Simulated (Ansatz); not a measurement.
# Ga in Ansatz: reference runs

Aim: a first look at Ga with PBE, on the cell as given.

Program: Ansatz 0.2.0. These are calculated values, not measurements. Logs are shortened: lines on timing, memory, paths and dates and some standing lists are left out, and cuts for length are marked.

### 1 The cell of the first run

The cell holds a slab with vacuum, 8 atoms: a = 2.808 Å, b = 4.458 Å, c = 24.828 Å, α = 90.00°, β = 90.00°, γ = 90.00°.

### 2 Single point, PBE (the (1 0 0) slab of Ga, cut from the database cell, not relaxed)

Input file input.yaml:

```yaml
crystal:
  lattice:
    - [2.808, 0.0, 0.0]
    - [0.0, 4.458, 0.0]
    - [0.0, 0.0, 24.828]
  atoms:
    - { symbol: Ga, position: [0.5, 0.5, 0.3020782987] }
    - { symbol: Ga, position: [0.0, 0.0, 0.3586273562] }
    - { symbol: Ga, position: [0.5, 0.5, 0.4151764137] }
    - { symbol: Ga, position: [0.0, 0.0, 0.4717254712] }
    - { symbol: Ga, position: [0.5, 0.5, 0.5282745288] }
    - { symbol: Ga, position: [0.0, 0.0, 0.5848235863] }
    - { symbol: Ga, position: [0.5, 0.5, 0.6413726438] }
    - { symbol: Ga, position: [0.0, 0.0, 0.6979217013] }
hamiltonian:
  xc: pbe
  pseudopotentials: { kind: paw }
kpoints:
  mp_grid: { grid: [9, 6, 1] }
scf:
  occupations: { method: fermi_dirac, width: 0.05 }
output:
  forces: true
  eigenvalues: true
  write_density: true
  write_potential: true
  elf: true
  volumetric_format: npy
efield:
  axis: 3
  dipole_correction: true
  ramp_width: 0.04
```

Potentials or basis: Ansatz PAW.

On the command line:

```bash
$ ansatz run input.yaml --threads 4 --pin off --max-ram 11264MiB --backend cpu --events-out ev --progress --plain --runs-dir out
```

Output:

```text
Warning: RAYON_NUM_THREADS=4 ignored (pool sized by the plan → 4); use --threads N
Engine: ansatz 0.2.0, aarch64-unknown-linux-gnu
Pseudopotentials: kind: paw
Pseudopotential: Ga, paw, valence charge 13, recommended cutoff 420 eV (normal), Ga.paw.azcp
Functional definition: PBE
  parameter kappa = 0.804
  parameter beta = 0.06672455060314922
  exchange = pbe_x(kappa = kappa, mu = beta*pi^2/3)
  correlation = pbe_c(beta = beta)
Crystal: 8 atoms, lattice volume = 310.798 Å³
Basis set: ecut = 420 eV, 6069 PW (Γ), exchange–correlation on 40×60×360 points (8 copies of the dense FFT grid, shifted against one another)
Bands: 63, of which v1, the nominal top of the filled ones, is band 52 counted from 1 (51 counted from 0)
Symmetry: 4 space group operations
k-points: 20 of 54
Non-local potential: Ga, projectors of the file, l = 0: 2, l = 1: 2, l = 2: 3, l = 3: 1
PAW form: soft (Blöchl's): semilocal exchange-correlation on the pseudo side does not see the compensation charge
PAW one-centre angular grid: Ga, 590 points (default); XC on 64 Gauss nodes
Initial density: superposition of atomic densities (neutral atoms: chi_scale 0, normalization atom), corrected by the library's trained network
Initial wavefunctions: pseudopotential atomic-orbital guess
Functional: x = pbe(κ = 0.804, μ = 0.2195149727645171), c = pbe(β = 0.06672455060314922)
SCF iter   1: F=—  HF=-30263.229035 eV  |F-HF|=—  |Δ(HF+E_count)|=         —  Δρ=1.57e-3  dr2=3.37e-2  ethr=1.77e-3  p=-0.000 e·Å  D=-5.08e-14 V/Å  ΔV_dip=0.00 eV  dr2_dipole=1.06e-7  V_vac-E_F(+/−)=3.96/3.96 eV  ⟨swp⟩=6.5  Hψ=4346  notcnv=0  defer=24
efield: sawtooth ramp at fractional position 0.9800 (placed from the atoms, in the widest stretch of the axis that holds none; the zero of the levels goes with the place), width 0.0400; the density the first Hamiltonian is built on has a dipole p = -0.000 e·Å; the dipole correction subtracts the counter field D = -5.08e-14 V/Å, which shifts the + side's vacuum level by +0.00 eV against the − side's; the planar-averaged density in the ramp window peaks in size at 5.5e-5 e/Å³
preconditioner: auto → LDOS  [metal: Δε(μ)=0.090 eV  Ē_g=15.386 eV  σ=0.050 eV  W_gap=0.40  n_scr=52 (ndim 8)  ℏωp=21.5 eV  f_vac=0.491  D(μ)=3.25/eV (n_scr^D=10)  β→1.0]
SCF iter   2: F=—  HF=-30263.222048 eV  |F-HF|=—  |Δ(HF+E_count)|=   6.99e-3  Δρ=1.32e-3  dr2=5.79e-3  ethr=3.24e-5  p=0.000 e·Å  D=1.71e-6 V/Å  ΔV_dip=-0.00 eV  dr2_dipole=1.47e-7  V_vac-E_F(+/−)=4.07/4.07 eV  ⟨swp⟩=2.2  Hψ=2658  notcnv=0  defer=64
SCF iter   3: F=—  HF=-30263.220387 eV  |F-HF|=—  |Δ(HF+E_count)|=   1.66e-3  Δρ=5.55e-4  dr2=6.19e-4  ethr=5.57e-6  p=-0.000 e·Å  D=-1.66e-6 V/Å  ΔV_dip=0.00 eV  dr2_dipole=9.42e-9  V_vac-E_F(+/−)=4.08/4.08 eV  ⟨swp⟩=2.0  Hψ=2339  notcnv=0  defer=64
SCF iter   4: F=—  HF=-30263.219771 eV  |F-HF|=—  |Δ(HF+E_count)|=   6.17e-4  Δρ=7.65e-5  dr2=3.17e-5  ethr=5.95e-7  p=-0.000 e·Å  D=-1.05e-6 V/Å  ΔV_dip=0.00 eV  dr2_dipole=6.44e-10  V_vac-E_F(+/−)=4.08/4.08 eV  ⟨swp⟩=2.0  Hψ=2261  notcnv=0  defer=64
SCF iter   5: F=—  HF=-30263.219718 eV  |F-HF|=—  |Δ(HF+E_count)|=   5.31e-5  Δρ=3.72e-5  dr2=4.82e-6  ethr=3.05e-8  p=0.000 e·Å  D=9.82e-7 V/Å  ΔV_dip=-0.00 eV  dr2_dipole=1.16e-10  V_vac-E_F(+/−)=4.09/4.09 eV  ⟨swp⟩=2.0  Hψ=2280  notcnv=0  defer=64
SCF iter   6: F=—  HF=-30263.219717 eV  |F-HF|=—  |Δ(HF+E_count)|=   2.38e-7  Δρ=8.93e-6  dr2=4.22e-7  ethr=4.64e-9  p=0.000 e·Å  D=7.58e-7 V/Å  ΔV_dip=-0.00 eV  dr2_dipole=1.79e-10  V_vac-E_F(+/−)=4.09/4.09 eV  ⟨swp⟩=2.0  Hψ=2242  notcnv=0  defer=64
SCF iter   7: F=—  HF=-30263.219717 eV  |F-HF|=—  |Δ(HF+E_count)|=   1.33e-7  Δρ=6.33e-6  dr2=9.92e-8  ethr=9.62e-11  p=0.000 e·Å  D=2.08e-7 V/Å  ΔV_dip=-0.00 eV  dr2_dipole=4.16e-11  V_vac-E_F(+/−)=4.09/4.09 eV  ⟨swp⟩=18.0  Hψ=12063  notcnv=0
SCF iter   8: F=-30263.219717 eV  HF=-30263.219717 eV  |F-HF|=3.24e-9  |Δ(HF+E_count)|=   5.74e-8  Δρ=1.58e-6  dr2=5.62e-9  ethr=9.54e-11  p=0.000 e·Å  D=1.58e-7 V/Å  ΔV_dip=-0.00 eV  dr2_dipole=4.00e-12  V_vac-E_F(+/−)=4.09/4.09 eV  ⟨swp⟩=11.2  Hψ=10421  notcnv=0
SCF 1 converged in 8 iterations: F = -30263.219717 eV  dr2 = 5.62e-9
WARN: The output density's exchange-correlation potential varies sharply where the density is thin. Do not read a vacuum level from v_tot or v_xc, or from such a field of the output density. On a cell that repeats whose density bears no net charge and no dipole along the vacuum's axis use v_es (v_loc + v_h of the components); under efield.dipole_correction with no amplitude use v_es + v_field, which holds any external_charges[].barrier, or the levels of the report's work_function block, which leave it out; under a non-zero efield.amplitude the vacuum is tilted and has no level; on a cell that repeats and bears such a dipole with no correction it is tilted too, and efield.dipole_correction with no amplitude gives each side of its ramp a level where efield: is served; in a cell that repeats whose density bears a net charge (total_charge, or a fill off its count) it is curved and has none; of a slab under crystal.periodic whose density bears no net charge use v_es, which has a level on each side, short of where the two are joined; of another it falls or rises all the way out and has none; of a slab beside external_charges read slab_vacuum_level instead, which it has where they leave it neutral. The grid or the basis barely resolves most such structure, and the values can differ between equally converged runs; as a rule a tighter scf.convergence.dr2_threshold does not remove it. Where the density itself ripples (under the LDA too) a higher basis.ecutwfc lessens it. The files hold the spikes' plane waves up to the density's cutoff. Files: v_tot_of_output_density and the like, and their columns of v_z.tsv (output.write_potential); v_xc_of_output_density and the like, and their columns of v_comp_z.tsv (output.write_potential_components). Measured: with its Gaussian average of σ = 0.25 Å subtracted twice, the exchange-correlation potential is over 0.1 eV at 100 of the grid points where the equally averaged density (valence and model cores) is under 1e-3 e/Å³, and 0.299 eV at the most among them, at an averaged density of 4.2e-8 e/Å³. The input density's (outcome.potential() and, of a run that writes arrays, v_tot and v_xc) is over 0.1 eV, so measured, at 1 points of its own thin density, 0.117 eV at the most. See output.write_potential in the manual, Limitations
SCF converged after 8 iterations
Free energy (F): -30263.219717 eV
Harris-Foulkes:  -30263.219717 eV  (|F-HF|=3.24e-9)
Internal energy: -30263.191086 eV  (E = F + TS)
E sigma→0 (E₀):  -30263.205402 eV
Entropy (-TS):   -0.028631 eV (-3.579 meV/atom)
Fermi energy:    2.664890 eV
Dipole field:    D = -0.000002 V/Å  (p = -0.000003 e·Å, saw-weighted, corrected)
Work function:   Φ+ = 4.0890 eV   Φ− = 4.0889 eV
Levels:          The Fermi level and band energies are counted from a zero that moves with the ramp; work functions are not
--- Per-component energies (eV) ---
  E_band       = -1024.054994
  E_kinetic    = 917.897285
  E_local      = -111611.060260  (includes V_loc(G=0)·N_el)
  E_nonlocal   = 3376.942910
  E_hartree    = 55000.209039
  E_xc         = -555.149663
  E_vxc        = -465.007702  (∫ρ·V_xc dr)
  E_paw        = -15883.141839  (= ΣΔE_a)
  E_vpaw       = -3243.253250  (= ΣTr[D̂ρ^β])
  E_aug_tail   = -0.000859  (compensation charges beyond the density's cutoff)
  E_efield     = 0.000000  (sawtooth field / dipole correction)
  E_vefield    = 0.000000  (∫n·V_field dr)
  E_ewald      = 38491.112301
  E_smearing   = -0.028631  (= −TS)
  E_closure    = -0.000000  (closes the sum)
  Σ components = -30263.219717   (vs F -30263.219717, Δ=0.00e0)
--- Forces (eV/Å), atoms counted from 1 ---
  atom   1  Ga    -0.00000000    -0.00000000    -0.08694577
  atom   2  Ga    -0.00000000     0.00000000    -0.30093629
  atom   3  Ga     0.00000000     0.00000000     0.00346566
  atom   4  Ga     0.00000000    -0.00000000     0.08605500
  atom   5  Ga     0.00000000    -0.00000000    -0.08605427
  atom   6  Ga    -0.00000000     0.00000000    -0.00346571
  atom   7  Ga     0.00000000    -0.00000000     0.30093591
  atom   8  Ga     0.00000000    -0.00000000     0.08694549
  max |Σ_I F_I| component: 1.86e-8 eV/Å
--- Band table (eV; the first three rows and the last of 20) ---
  k-point 0: bands = ["-12.5610", "-12.5015", "-12.4750", "-12.4513", "-12.4267", "-12.4140", "-12.3909", "-12.3776", "-12.3630", "-12.3614", "-12.3536", "-12.3535", "-12.3139", "-12.3105", "-12.3011", "-12.2820", "-12.2688", "-12.2661", "-12.2589", "-12.2214", "-12.2193", "-12.2180", "-12.2169", "-12.2157", "-12.1844", "-12.1741", "-12.1740", "-12.1731", "-12.1680", "-12.1505", "-12.1489", "-12.1377", "-12.1361", "-12.1333", "-12.1032", "-12.0993", "-12.0847", "-12.0834", "-12.0660", "-12.0631", "-8.7258", "-7.9179", "-6.6036", "-4.9087", "-2.9827", "-1.1824", "-0.9256", "-0.7748", "-0.4725", "0.0950", "1.4693", "1.7976", "1.9477", "3.2432", "3.5079", "4.0384", "5.3497", "5.5592", "6.0694", "6.9576", "7.0440", "7.6801", "7.6928"]
  k-point 1: bands = ["-12.5519", "-12.4937", "-12.4627", "-12.4439", "-12.4354", "-12.4149", "-12.4004", "-12.3806", "-12.3754", "-12.3684", "-12.3680", "-12.3573", "-12.3257", "-12.3222", "-12.2949", "-12.2899", "-12.2758", "-12.2645", "-12.2478", "-12.2454", "-12.2299", "-12.2289", "-12.2016", "-12.2004", "-12.1776", "-12.1665", "-12.1642", "-12.1602", "-12.1500", "-12.1431", "-12.1428", "-12.1412", "-12.1232", "-12.1176", "-12.1161", "-12.0981", "-12.0883", "-12.0869", "-12.0716", "-12.0688", "-8.5095", "-7.7017", "-6.3917", "-4.7151", "-3.2629", "-2.9294", "-2.3670", "-1.6147", "0.1178", "0.8439", "1.8241", "1.8650", "2.9462", "3.1155", "4.3461", "4.5111", "5.3114", "6.1265", "6.4517", "7.0382", "7.2452", "7.5729", "8.5966"]
  k-point 2: bands = ["-12.5274", "-12.4738", "-12.4604", "-12.4449", "-12.4260", "-12.4244", "-12.4131", "-12.4004", "-12.3985", "-12.3785", "-12.3760", "-12.3593", "-12.3495", "-12.3305", "-12.2979", "-12.2866", "-12.2767", "-12.2764", "-12.2540", "-12.2363", "-12.2300", "-12.2226", "-12.2158", "-12.1867", "-12.1818", "-12.1555", "-12.1535", "-12.1498", "-12.1447", "-12.1376", "-12.1338", "-12.1333", "-12.1138", "-12.1048", "-12.0990", "-12.0924", "-12.0906", "-12.0898", "-12.0805", "-12.0784", "-7.8574", "-7.0533", "-5.7702", "-5.2400", "-4.4248", "-4.1654", "-3.0800", "-2.5314", "-0.5950", "-0.0078", "1.6306", "2.2107", "4.0327", "4.5127", "5.1521", "5.9739", "6.3307", "6.9682", "7.3029", "7.6466", "8.0350", "8.2049", "8.9333"]
  k-point 19: bands = ["-12.4378", "-12.4378", "-12.4057", "-12.4057", "-12.3862", "-12.3862", "-12.3694", "-12.3694", "-12.3565", "-12.3565", "-12.3419", "-12.3419", "-12.3145", "-12.3145", "-12.3054", "-12.3054", "-12.2873", "-12.2873", "-12.2832", "-12.2832", "-12.2708", "-12.2708", "-12.2351", "-12.2351", "-12.1812", "-12.1812", "-12.1662", "-12.1662", "-12.1609", "-12.1609", "-12.1209", "-12.1209", "-12.0832", "-12.0832", "-12.0621", "-12.0621", "-12.0424", "-12.0424", "-12.0122", "-12.0122", "-2.8686", "-2.8686", "-2.1248", "-2.1248", "-0.9149", "-0.9149", "-0.5464", "-0.5464", "0.2290", "0.2290", "0.5706", "0.5706", "1.4552", "1.4552", "2.8409", "2.8409", "3.1995", "3.1995", "5.2966", "5.2966", "5.9758", "5.9758", "7.4093"]
```

Run time: 14 s. Hardware: 4 threads of Arm Neoverse V2, shared host; peak memory 0.84 GiB.

Results:

```
Free energy                     : -30263.2197 eV
Largest force                   : 0.301 eV/Å
Band gap on the k mesh          : none (metal or under the smearing width)
Work function of the upper face : 4.09 eV
Work function of the lower face : 4.09 eV
Dipole across the slab          : 0.000 e·Å
```

Forces in eV/Å, atoms in the order of the input:
```
Ga   0.000  0.000 -0.087
Ga   0.000  0.000 -0.301
Ga   0.000  0.000  0.003
Ga   0.000  0.000  0.086
Ga   0.000  0.000 -0.086
Ga   0.000  0.000 -0.003
Ga   0.000  0.000  0.301
Ga   0.000  0.000  0.087
```
